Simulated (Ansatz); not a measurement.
## Formation energy of La2O3

Level of theory: DFT, PBE with spin–orbit coupling, two-component spinors; plane waves to 420 eV with PAW datasets (Ansatz 0.2.0), 4×4×8 k-mesh, Gaussian smearing of 0.05 eV; PAW files: Ansatz's generated set soft_2.

The chain of runs began from a cell as deposited in COD, expanded in volume.

Symmetry: P6/mmm, No. 191, hexagonal system. Conventional cell: a = 6.371 Å, b = 6.371 Å, c = 3.287 Å, α = 90.00°, β = 90.00°, γ = 120.00°. La (site symmetry -6m2) has 6 O at 2.47 Å as nearest neighbours. Around O (site symmetry mmm) lie 4 La at 2.47 Å. (Neighbours are counted to 15 % beyond the shortest distance.)

The elements were computed in their standard states (gases as isolated molecules) with the same datasets, cutoff and functional. Total energies depend on the potentials used, so only differences within one code and one set of settings carry meaning.

Energy of the relaxed cell (5 atoms, smearing extrapolated to zero): -14221.656 eV. Elements, in eV/atom: La -6255.409, O -564.970.

Question: What is the formation energy?

Answer: [-14221.656 − (2 × -6255.409 + 3 × -564.970)] / 5 = -3.19 eV/atom, or -307 kJ per mole of atoms.

The value is for 0 K, without zero-point energy and without any correction for the binding of gas molecules. Uncorrected semilocal values for oxides, chalcogenides and halides often miss by tenths of an eV an atom. A negative value shows stability against the elements alone, not against other compounds or structures.

Formal charges La³⁺, O²⁻ balance and leave closed shells on every ion, so a band insulator is expected, and the gap is 1.60 eV.

Semilocal functionals underestimate band gaps, commonly by a third or more. The program warned that the potential is rough where the density is thin (voids or gaps), so long spacings are poorly fixed.
